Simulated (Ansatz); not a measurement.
## Sr: strain energy, fitted

Sr, Fm-3m, a = 5.916 Å. Ansatz: PBEsol, PAW, 420 eV, Γ-centred 12×12×10 mesh on 2 atoms, Gaussian smearing 0.10 eV; no spin polarisation. Series: uniaxial strain along a, with b, c and atoms relaxed; x is the strain in per cent. The axes a, b, c are those of the computed cell (4.183, 4.183, 5.916 Å), along [1 1 0], [-1 1 0], [0 0 1] of the cell named above. y is the free energy over the unstrained cell, V0 = 51.759 Å³/atom.

| x (%) | y (meV/atom) |
| --- | --- |
| -3.0 | ? |
| -2.0 | 1.37 |
| -1.0 | 0.40 |
| 0.0 | 0.00 |
| 1.0 | 0.09 |
| 2.0 | 0.64 |
| 3.0 | 1.56 |

Question: Fit y = c2 x² + c3 x³ to the other rows, turn c2 into a modulus, and predict the missing energy.

Answer: Least squares on the rows shown. y = 0.2679 x² − 0.03392 x³. In eV per unit strain² c2 is 2.679; this is Young's modulus along the axis (E = ½ Y V0 ε²): 2 × 2.679 × 160.2 / (51.759) = 16.6 GPa. Energies this small carry numerical noise of a few hundredths of a meV. The unstrained cell keeps some stress along the strain, worth a slope of -0.12 meV/atom per %, which the form leaves out. With a term in x⁴ added, the coefficient of x² becomes 0.2069, 23 % less, which shows how far this figure hangs on the form. At x = -3.0 the fit asked for gives 3.33 meV/atom. The run gave 2.98 meV/atom, so the fit is 0.35 meV/atom too high, 12 % of the span of the series, against an rms of 0.11 meV/atom on the fitted rows. The row lies outside the fitted range. With a term in x⁴ added, a fit to the same known rows predicts 4.07 meV/atom, further off still.